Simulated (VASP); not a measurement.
# CaSe (F-43m) in VASP: settings compared

One crystal, CaSe, is run at these levels: PBE, LAK, PBEsol+rVV10; tasks: single point, atomic charges.

All numbers are computed with VASP 6.6.1; they aren't measurements. Logs are shortened: lines on timing, memory, paths and dates and some standing lists are left out, and cuts for length are marked.

## (1) The crystal as given

The structure is cubic, space group F-43m (No. 216). The conventional cell has a = 6.600 Å, b = 6.600 Å, c = 6.600 Å, α = 90.00°, β = 90.00°, γ = 90.00°. Around Se (site symmetry -43m) lie 4 Ca at 2.86 Å. Ca (site symmetry -43m) is surrounded by 4 Se at 2.86 Å.

The cell comes from a database or a generator and needn't be the stable form of this composition.

## (2) Single point, PBE

The input, INCAR:

```
PREC = Accurate
ENCUT = 550
EDIFF = 1E-7
ISMEAR = 0
SIGMA = 0.02
LREAL = F
LASPH = T
NELM = 80
ALGO = Fast
ISIF = 2
LWAVE = F
LCHARG = F
GGA = PE
NBANDS = 15
```

The input, KPOINTS:

```
Automatic mesh
0
Gamma
  7 7 7
```

The input, POSCAR:

```
CaSe
4.6669
    0.000000000000      0.707107501768      0.707107501768
    0.707107501768      0.000000000000      0.707107501768
    0.707107501768      0.707107501768      0.000000000000
Se Ca
1 1
Direct
    0.2500000000      0.2500000000      0.2500000000
    0.0000000000      0.0000000000      0.0000000000
```

Potentials or basis: VASP PAW PBE potentials, release 64 (Se_GW, Ca_sv_GW).

On the command line:

```sh
$ cat potpaw_PBE.64/Se_GW/POTCAR potpaw_PBE.64/Ca_sv_GW/POTCAR > POTCAR
$ mpirun -np 1 vasp_std > vasp.out
```

OUTCAR:

```text
PREC = Accurate
   ENCUT = 550
   EDIFF = 1E-7
   ISMEAR = 0
   LREAL = F
   LASPH = T
   NELM = 80
   ISIF = 2
   GGA = PE

 ion  position               nearest neighbor table
   1  0.250  0.250  0.250-   2 2.86   2 2.86   2 2.86   2 2.86
   2  0.000  0.000  0.000-   1 2.86   1 2.86   1 2.86   1 2.86

  LATTYP: Found a face centered cubic cell.
 ALAT       =     6.6000000000

  Lattice vectors:

 A1 = (   0.0000000000,   3.3000000000,   3.3000000000)
 A2 = (   3.3000000000,   0.0000000000,   3.3000000000)
 A3 = (   3.3000000000,   3.3000000000,   0.0000000000)

Analysis of symmetry for initial positions (statically):
=====================================================================
 Subroutine PRICEL returns:
 Original cell was already a primitive cell.

 Routine SETGRP: Setting up the symmetry group for a
 face centered cubic supercell.

 Subroutine GETGRP returns: Found 24 space group operations
 (whereof 24 operations were pure point group operations)
 out of a pool of 48 trial point group operations.

The static configuration has the point symmetry T_d .

Analysis of symmetry for dynamics (positions and initial velocities):
=====================================================================
 Subroutine PRICEL returns:
 Original cell was already a primitive cell.

 Routine SETGRP: Setting up the symmetry group for a
 face centered cubic supercell.

 Subroutine GETGRP returns: Found 24 space group operations
 (whereof 24 operations were pure point group operations)
 out of a pool of 48 trial point group operations.

The dynamic configuration has the point symmetry T_d .

 Subroutine INISYM returns: Found 24 space group operations
 (whereof 24 operations are pure point group operations),
 and found     1 'primitive' translations

----------------------------------------------------------------------------------------

                                     Primitive cell

  volume of cell :      71.8740

  direct lattice vectors                    reciprocal lattice vectors
     0.000000000  3.300000000  3.300000000    -0.151515152  0.151515152  0.151515152
     3.300000000  0.000000000  3.300000000     0.151515152 -0.151515152  0.151515152
     3.300000000  3.300000000  0.000000000     0.151515152  0.151515152 -0.151515152

  length of vectors
     4.666904756  4.666904756  4.666904756     0.262431941  0.262431941  0.262431941

  position of ions in fractional coordinates (direct lattice)
     0.250000000  0.250000000  0.250000000
     0.000000000  0.000000000  0.000000000

  ion indices of the primitive-cell ions
   primitive index   ion index
                 1           1
                 2           2

----------------------------------------------------------------------------------------

 KPOINTS: Automatic mesh

Automatic generation of k-mesh.
 Grid dimensions read from file:
 generate k-points for:    7    7    7

 Generating k-lattice:

  Cartesian coordinates                     Fractional coordinates (reciprocal lattice)
    -0.021645022  0.021645022  0.021645022     0.142857143  0.000000000  0.000000000
     0.021645022 -0.021645022  0.021645022     0.000000000  0.142857143  0.000000000
     0.021645022  0.021645022 -0.021645022     0.000000000  0.000000000  0.142857143

  Length of vectors
     0.037490277  0.037490277  0.037490277

  Shift w.r.t. Gamma in fractional coordinates (k-lattice)
     0.000000000  0.000000000  0.000000000

 Subroutine IBZKPT returns following result:
 ===========================================

 Found     20 irreducible k-points:

 Following reciprocal coordinates:
            Coordinates               Weight
  0.000000  0.000000  0.000000      1.000000
  0.142857  0.000000  0.000000      8.000000
  0.285714  0.000000  0.000000      8.000000
  0.428571  0.000000  0.000000      8.000000
  0.142857  0.142857  0.000000      6.000000
  0.285714  0.142857  0.000000     24.000000
[... 12 lines left out ...]
 -0.428571  0.428571  0.142857     24.000000
 -0.285714  0.428571  0.142857     24.000000
   k-points           NKPTS =     20   k-points in BZ     NKDIM =     20   number of bands    NBANDS=     15
   number of dos      NEDOS =    301   number of ions     NIONS =      2
   total plane-waves  NPLWV =  46656
   dimension x,y,z NGX =    36 NGY =   36 NGZ =   36
   dimension x,y,z NGXF=    72 NGYF=   72 NGZF=   72
   ions per type =               1   1
   NGX,Y,Z   is equivalent  to a cutoff of  12.82, 12.82, 12.82 a.u.
   NGXF,Y,Z  is equivalent  to a cutoff of  25.65, 25.65, 25.65 a.u.
 SYSTEM =  unknown system
   PREC   = accura    normal or accurate (medium, high low for compatibility)
   ISTART =      0    job   : 0-new  1-cont  2-samecut
   ICHARG =      2    charge: 1-file 2-atom 10-const
   ISPIN  =      1    spin polarized calculation?
   LNONCOLLINEAR =      F non collinear calculations
   LSORBIT =      F    spin-orbit coupling
   LASPH  =      T    aspherical Exc in radial PAW
   ENCUT  =  550.0 eV  40.42 Ry    6.36 a.u.   8.92  8.92  8.92*2*pi/ulx,y,z
   NELM   =     80;   NELMIN=  2; NELMDL= -5     # of ELM steps
   EDIFF  = 0.1E-06   stopping-criterion for ELM
   LREAL  =      F    real-space projection
   EDIFFG = 0.1E-05   stopping-criterion for IOM
   NSW    =      0    number of steps for IOM
   IBRION =     -1    ionic relax: 0-MD 1-quasi-New 2-CG
   NFREE  =      0    steps in history (QN), initial steepest desc. (CG)
   ISIF   =      2    stress and relaxation
   ISYM   =      2    0-nonsym 1-usesym 2-fastsym
   POTIM  = 0.5000    time-step for ionic-motion
   TEBEG  =    0.0;   TEEND  =   0.0 temperature during run
   PSTRESS=    0.0 pullay stress
   NELECT =      16.0000    total number of electrons
   NUPDOWN=      -1.0000    fix difference up-down
   EMIN   =  10.00;   EMAX   =-10.00  energy-range for DOS
   EFERMI =   0.00;   METHOD = LEGACY
   ISMEAR =     0;   SIGMA  =   0.02  broadening in eV -4-tet -1-fermi 0-gaus
   EFERMI_NEDOS =   21; number of points for ismear=-14 and -15
   IALGO  =     68    algorithm
   IMIX   =      4    mixing-type and parameters
     AMIX     =   0.40;   BMIX     =  1.00
     AMIX_MAG =   1.60;   BMIX_MAG =  1.00
  volume/ion in A,a.u.               =      35.94       242.51
  Fermi-wavevector in a.u.,A,eV,Ry     =   0.992181  1.874950 13.393889  0.984423
  Thomas-Fermi vector in A             =   2.123975
   LORBIT       =      0    0 simple, 1 ext, 2 COOP (PROOUT), +10 PAW based schemes
   GGA     = PE    functional components
   LHFCALC =     F    Hartree Fock is set to
   AEXX    =    0.0000 exact exchange contribution
   IVDW    =     0    specifies the selected vdW correction
   LEPSILON=     F    determine dielectric tensor
   LRPA    =     F    only Hartree local field effects (RPA)
 non-spin polarized calculation
 RMM-DIIS sequential band-by-band and
 Gauss-broadening in eV      SIGMA  =   0.02
  energy-cutoff  :      550.00
  volume of cell :       71.87
 maximum number of plane-waves:      2126
   NGX = 17   NGY = 17   NGZ = 17

 number of electron      15.9999999 magnetization

 Free energy of the ion-electron system (eV)
  ---------------------------------------------------
  ext. energy  EPLUGINS =         0.00000000
  ---------------------------------------------------
  free energy    TOTEN  =       -13.90827558 eV

  energy without entropy =      -13.90827558  energy(sigma->0) =      -13.90827558

 E-fermi :   0.6592     XC(G=0):  -7.5458

 val. band max:        0.5053572426   @ k =  -0.2857   0.2857   0.0000
 cond. band min:       3.6504180285   @ k =   0.0000   0.0000   0.0000
 fundamental gap:      3.1450607859
 Fermi energy:         0.6592475206

 k-point     1 :       0.0000    0.0000    0.0000
  band No.  band energies     occupation
      1     -38.6413      2.00000
      2     -19.6519      2.00000
      3     -19.6519      2.00000
      4     -19.6519      2.00000
      5      -9.8008      2.00000
      6       0.4178      2.00000
      7       0.4178      2.00000
      8       0.4178      2.00000
      9       3.6504      0.00000
     10       5.8406      0.00000
     11       5.8406      0.00000
     12       7.7987      0.00000
     13       7.8049      0.00000
     14       7.8064      0.00000
     15       9.4869      0.00000

 k-point     2 :       0.1429    0.0000    0.0000
  band No.  band energies     occupation
      1     -38.6411      2.00000
      2     -19.6596      2.00000
      3     -19.6529      2.00000
      4     -19.6529      2.00000
      5      -9.7555      2.00000
      6       0.1057      2.00000
      7       0.4343      2.00000
      8       0.4343      2.00000
      9       4.2317      0.00000
     10       5.7482      0.00000
     11       5.7482      0.00000
     12       7.4476      0.00000
     13       7.7959      0.00000
     14       7.7976      0.00000
     15       8.9579      0.00000

 k-point     3 :       0.2857    0.0000    0.0000
  band No.  band energies     occupation
      1     -38.6404      2.00000
      2     -19.6768      2.00000
      3     -19.6550      2.00000
      4     -19.6550      2.00000
      5      -9.6529      2.00000
      6      -0.3784      2.00000
      7       0.4668      2.00000
      8       0.4668      2.00000
      9       5.2365      0.00000
     10       5.7079      0.00000
     11       5.7079      0.00000
     12       6.7351      0.00000
     13       7.4533      0.00000
     14       7.4533      0.00000
     15       8.4905      0.00000
[... 271 lines left out ...]
 k-point    19 :      -0.4286    0.4286    0.1429
  band No.  band energies     occupation
      1     -38.6394      2.00000
      2     -19.6906      2.00000
      3     -19.6665      2.00000
      4     -19.6631      2.00000
      5      -9.4919      2.00000
      6      -0.5187      2.00000
      7       0.2071      2.00000
      8       0.4313      2.00000
      9       4.2797      0.00000
     10       5.4826      0.00000
     11       6.3461      0.00000
     12       6.6998      0.00000
     13       7.0257      0.00000
     14       8.2847      0.00000
     15       9.5366      0.00000

 k-point    20 :      -0.2857    0.4286    0.1429
  band No.  band energies     occupation
      1     -38.6393      2.00000
      2     -19.6893      2.00000
      3     -19.6697      2.00000
      4     -19.6627      2.00000
      5      -9.4852      2.00000
      6      -0.2788      2.00000
      7      -0.1116      2.00000
      8       0.4343      2.00000
      9       4.3512      0.00000
     10       5.4860      0.00000
     11       6.1877      0.00000
     12       6.7945      0.00000
     13       7.1810      0.00000
     14       8.7173      0.00000
     15       9.2414      0.00000

------------------------ aborting loop because EDIFF is reached ----------------------------------------

  FORCE on cell =-STRESS in cart. coord.  units (eV):
  Direction    XX          YY          ZZ          XY          YZ          ZX
  --------------------------------------------------------------------------------------
  -------------------------------------------------------------------------------------
  Total       -0.1327665     -0.1327665     -0.1327665      0.0000000     -0.0000000      0.0000000
  in kB       -2.9595602     -2.9595602     -2.9595602      0.0000000     -0.0000000      0.0000000
  external PRESSURE =      -2.9595602 kB  Pullay stress =       0.0000000 kB

 VOLUME and BASIS-vectors are now :
 -----------------------------------------------------------------------------
  energy-cutoff  :      550.00
  volume of cell :       71.87
      direct lattice vectors                 reciprocal lattice vectors
     0.000000000  3.300000000  3.300000000    -0.151515152  0.151515152  0.151515152
     3.300000000  0.000000000  3.300000000     0.151515152 -0.151515152  0.151515152
     3.300000000  3.300000000  0.000000000     0.151515152  0.151515152 -0.151515152

 POSITION                                       TOTAL-FORCE (eV/Angst)
 -----------------------------------------------------------------------------------
      1.65000      1.65000      1.65000        -0.000000      0.000000      0.000000
      0.00000      0.00000      0.00000         0.000000     -0.000000     -0.000000
 -----------------------------------------------------------------------------------
    total drift:                                0.000000      0.000000      0.000000

  FREE ENERGIE OF THE ION-ELECTRON SYSTEM (eV)
  ---------------------------------------------------
  free  energy   TOTEN  =       -13.9082755806 eV

  energy  without entropy=      -13.9082755806  energy(sigma->0) =      -13.90827558
```

Wall time 23 s (1 thread of Intel Xeon Platinum 8488C (Sapphire Rapids), shared host); peak memory 0.2 GiB.

Results:

| Item | Value |
| --- | --- |
| Free energy | -13.9083 eV |
| Pressure | -0.3 GPa |
| Band gap on the k mesh | 3.15 eV, indirect (least direct gap 3.23 eV) |

Caveat: an odd mesh through Γ misses points on the zone boundary, where band edges often lie.

## (3) Single point, PBE

The input, run.py:

```python
from ase.calculators.vasp import Vasp
from ase.dft.bandgap import bandgap
from ase.io import read

atoms = read('CaSe.xyz')
calc = Vasp(
    directory='calc',
    xc='pbe',
    pp='PBE',
    setups='gw',
    prec='Accurate',
    encut=550,
    ediff=1e-06,
    ismear=0,
    sigma=0.02,
    lreal=False,
    lasph=True,
    nelm=80,
    algo='Normal',
    isif=2,
    lwave=False,
    lcharg=False,
    kpts=[7, 7, 7],
    gamma=True,
    nbands=15,
)
atoms.calc = calc

print('energy (eV):', atoms.get_potential_energy())
print('free energy (eV):', atoms.get_potential_energy(force_consistent=True))
print('forces (eV/A):')
print(atoms.get_forces())
print('stress (eV/A^3, Voigt):', atoms.get_stress())
print('Fermi level (eV):', calc.get_fermi_level())
gap, top, bottom = bandgap(calc)
print('band gap (eV):', gap, 'from (spin, k, band)', top, 'to', bottom)
```

The input, CaSe.xyz:

```xyz
2
Lattice="0.0000000000 3.3000000000 3.3000000000 3.3000000000 0.0000000000 3.3000000000 3.3000000000 3.3000000000 0.0000000000" Properties=species:S:1:pos:R:3 pbc="T T T"
Se     1.6500000000      1.6500000000      1.6500000000
Ca     0.0000000000      0.0000000000      0.0000000000
```

Potentials or basis: VASP PAW PBE potentials, release 64 (Se_GW, Ca_sv_GW).

On the command line:

```sh
$ python run.py
```

It took 19 s on 1 thread of Intel Xeon Platinum 8488C (Sapphire Rapids), shared host; peak memory 0.21 GiB.

The run converged. Its results:

| Item | Value |
| --- | --- |
| Free energy | -13.9083 eV |
| Pressure | -0.3 GPa |
| Band gap on the k mesh | 3.15 eV, indirect (least direct gap 3.23 eV) |

Levels at points of the mesh, in eV from the valence-band top:
```tsv
k point	band 5	band 6	band 7	band 8	band 9	band 10	band 11	band 12
(0.00, 0.00, 0.00)	-10.31	-0.09	-0.09	-0.09	3.15	5.33	5.33	7.29
```

Caveat: an odd mesh through Γ misses points on the zone boundary, where band edges often lie. A hybrid or GW would open this gap; PBE tends to underestimate it.

## (4) Single point, LAK, spin-orbit coupling, no magnetisation

Changes to run.py since step 3:

```diff
@@ -4,6 +4,5 @@
 
-atoms = read('CaSe.xyz')
+atoms = read('CaSe.cif', primitive_cell=True, subtrans_included=False)
 calc = Vasp(
     directory='calc',
-    xc='pbe',
     pp='PBE',
@@ -12,8 +11,8 @@
     encut=550,
-    ediff=1e-06,
-    ismear=0,
-    sigma=0.02,
+    ediff=1e-07,
+    ismear=-5,
+    sigma=0.05,
     lreal=False,
     lasph=True,
-    nelm=80,
+    nelm=100,
     algo='Normal',
@@ -22,5 +21,11 @@
     lcharg=False,
-    kpts=[7, 7, 7],
+    lnoncollinear=True,
+    lorbit=11,
+    lsorbit=True,
+    gga_compat=False,
+    metagga='LAK',
+    lmixtau=True,
+    kpts=[5, 5, 5],
     gamma=True,
-    nbands=15,
+    nbands=28,
 )
```

The input, CaSe.cif:

```cif
data_CaSe
_cell_length_a 6.60000000
_cell_length_b 6.60000000
_cell_length_c 6.60000000
_cell_angle_alpha 90.00000000
_cell_angle_beta 90.00000000
_cell_angle_gamma 90.00000000
_space_group_name_H-M_alt 'F-43m'
_space_group_name_Hall 'F -4 2 3'
_space_group_IT_number 216
loop_
_space_group_symop_operation_xyz
'x,y,z'
'y,-x,-z'
'-x,-y,z'
'-y,x,-z'
'x,-y,-z'
'y,x,z'
'-x,y,-z'
'-y,-x,z'
'z,x,y'
'-z,y,-x'
'z,-x,-y'
'-z,-y,x'
'-z,x,-y'
'z,y,x'
'-z,-x,y'
'z,-y,-x'
'y,z,x'
'-x,-z,y'
'-y,z,-x'
'x,-z,-y'
'-y,-z,x'
'x,z,y'
'y,-z,-x'
'-x,z,-y'
'x,y+1/2,z+1/2'
'y,-x+1/2,-z+1/2'
'-x,-y+1/2,z+1/2'
'-y,x+1/2,-z+1/2'
'x,-y+1/2,-z+1/2'
'y,x+1/2,z+1/2'
'-x,y+1/2,-z+1/2'
'-y,-x+1/2,z+1/2'
'z,x+1/2,y+1/2'
'-z,y+1/2,-x+1/2'
'z,-x+1/2,-y+1/2'
'-z,-y+1/2,x+1/2'
'-z,x+1/2,-y+1/2'
'z,y+1/2,x+1/2'
'-z,-x+1/2,y+1/2'
'z,-y+1/2,-x+1/2'
'y,z+1/2,x+1/2'
'-x,-z+1/2,y+1/2'
'-y,z+1/2,-x+1/2'
'x,-z+1/2,-y+1/2'
'-y,-z+1/2,x+1/2'
'x,z+1/2,y+1/2'
'y,-z+1/2,-x+1/2'
'-x,z+1/2,-y+1/2'
'x+1/2,y,z+1/2'
'y+1/2,-x,-z+1/2'
'-x+1/2,-y,z+1/2'
'-y+1/2,x,-z+1/2'
'x+1/2,-y,-z+1/2'
'y+1/2,x,z+1/2'
'-x+1/2,y,-z+1/2'
'-y+1/2,-x,z+1/2'
'z+1/2,x,y+1/2'
'-z+1/2,y,-x+1/2'
'z+1/2,-x,-y+1/2'
'-z+1/2,-y,x+1/2'
'-z+1/2,x,-y+1/2'
'z+1/2,y,x+1/2'
'-z+1/2,-x,y+1/2'
'z+1/2,-y,-x+1/2'
'y+1/2,z,x+1/2'
'-x+1/2,-z,y+1/2'
'-y+1/2,z,-x+1/2'
'x+1/2,-z,-y+1/2'
'-y+1/2,-z,x+1/2'
'x+1/2,z,y+1/2'
'y+1/2,-z,-x+1/2'
'-x+1/2,z,-y+1/2'
'x+1/2,y+1/2,z'
'y+1/2,-x+1/2,-z'
'-x+1/2,-y+1/2,z'
'-y+1/2,x+1/2,-z'
'x+1/2,-y+1/2,-z'
'y+1/2,x+1/2,z'
'-x+1/2,y+1/2,-z'
'-y+1/2,-x+1/2,z'
'z+1/2,x+1/2,y'
'-z+1/2,y+1/2,-x'
'z+1/2,-x+1/2,-y'
'-z+1/2,-y+1/2,x'
'-z+1/2,x+1/2,-y'
'z+1/2,y+1/2,x'
'-z+1/2,-x+1/2,y'
'z+1/2,-y+1/2,-x'
'y+1/2,z+1/2,x'
'-x+1/2,-z+1/2,y'
'-y+1/2,z+1/2,-x'
'x+1/2,-z+1/2,-y'
'-y+1/2,-z+1/2,x'
'x+1/2,z+1/2,y'
'y+1/2,-z+1/2,-x'
'-x+1/2,z+1/2,-y'
loop_
_atom_site_label
_atom_site_type_symbol
_atom_site_symmetry_multiplicity
_atom_site_Wyckoff_symbol
_atom_site_fract_x
_atom_site_fract_y
_atom_site_fract_z
_atom_site_occupancy
Se1 Se 4 d 0.2500000000 0.2500000000 0.7500000000 1
Ca1 Ca 4 a 0.0000000000 0.0000000000 0.0000000000 1
```

On the command line:

```sh
$ python run.py
```

It took 24 min on 1 thread of Intel Xeon Platinum 8488C (Sapphire Rapids), shared host; peak memory 0.57 GiB.

It converged, with:

```
Free energy                                           : 8.1908 eV
Pressure                                              : -0.3 GPa
Valence electrons inside the program's atomic spheres : Se 3.84; Ca 8.28
```

Caveat: the PAW data sets were made with another functional, which shifts forces and pressure a little.

[end of part 1 of 2]
